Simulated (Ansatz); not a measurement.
Ga (I4/mmm) under several functionals

Plane-wave DFT in Ansatz with scalar-relativistic PAW potentials. The same structure was relaxed (cell and atoms, symmetry kept) in separate runs at each level. No spin polarisation.

Problem. How do the levels LDA, PBE, PBE+D3(BJ), PBEsol, r2SCAN compare?

Solution.
| level | cutoff (eV) | k mesh | V (Å³/atom) | a (Å) | c (Å) | B0 (GPa) |
| --- | --- | --- | --- | --- | --- | --- |
| LDA | 420 | 20×20×20 | 17.132 | 2.766 | 4.478 | – |
| PBEsol | 420 | 20×20×20 | 17.725 | 2.800 | 4.521 | 60 |
| r2SCAN | 500 | 20×20×20 | 17.879 | 2.805 | 4.544 | 58 |
| PBE+D3(BJ) | 420 | 20×20×20 | 17.950 | 2.814 | 4.534 | – |
| PBE | 420 | 20×20×20 | 18.955 | 2.857 | 4.644 | – |

The usual order of volumes, LDA < PBEsol < PBE, holds here (17.132, 17.725, 18.955 Å³/atom). As a rule LDA overbinds; PBEsol, built on the gradient expansion of slowly varying densities, lies between LDA and PBE; PBE's stronger gradient term for exchange weakens bonds. Adding D3 to PBE changes the volume by -5.3 %; the term is attractive, so it pulls cells in. In metals the pairwise form ignores screening by the conduction electrons and often pulls in too far. r2SCAN lies 5.7 % under PBE in volume.

This form isn't the element's structure at ambient conditions.